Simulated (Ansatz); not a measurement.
# CdS: frozen-core PAW against all-electron methods

```
Cd S
1.0
     0.08829    2.98710    2.98710
     2.98710    0.08829    2.98710
     2.98710    2.98710    0.08829
Cd S
1 1
Direct
  0.00000 0.00000 0.00000
  0.75000 0.75000 0.75000
```

Atom numbers follow the list: Cd1, S2.

The cell is the one relaxed in the Materials Project (mp-2469), not relaxed further here; entries there can be hypothetical. The listed cell was then made from it by scaling, straining or moving an atom.

All numbers are computed: DFT, PBE, PAW with Ansatz's default frozen-core files, scalar-relativistic (Ansatz 0.2.0); DFT, PBE, all-electron PAW with datasets made for the crystal, scalar-relativistic (Ansatz 0.2.0); DFT, PBE, all-electron LAPW, scalar-relativistic (Ansatz 0.2.0).

For PAW: a Γ-centred 7×7×7 k mesh, Fermi–Dirac smearing of 0.02 eV, cutoff 420 eV, no spin polarisation. The crystal-made all-electron datasets (AE datasets) take a cutoff of 260 eV at this cell. LAPW targets a basis error of 0.5 meV/atom. The Ansatz runs share mesh, smearing and spin set-up. Plane-wave (PAW) pressures include the program's estimate of the Pulay term.

Stress and pressure are positive in compression.

The change that made this cell: equal xy, yz and zx engineering shear strains of +3 %.

Spin–orbit coupling is left out, which moves gradients at and beside heavy atoms by some per cent and at worst by a factor of two.

```
                             quantity     PAW  AE datasets    LAPW
                       pressure (GPa)    1.38         1.41    1.42
                      stress yz (GPa)   -1.37        -1.37   -1.37
                      stress xz (GPa)   -1.37        -1.37   -1.37
                      stress xy (GPa)   -1.37        -1.37   -1.37
               force on Cd1, x (eV/Å)  -0.151       -0.152  -0.152
                force on S2, z (eV/Å)   0.151        0.152   0.152
                        band gap (eV)   1.036        1.036   1.036
field gradient Vzz at Cd1 (10²¹ V/m²)    2.97         3.00       –
 field gradient Vzz at S2 (10²¹ V/m²)    0.64         0.64       –
```
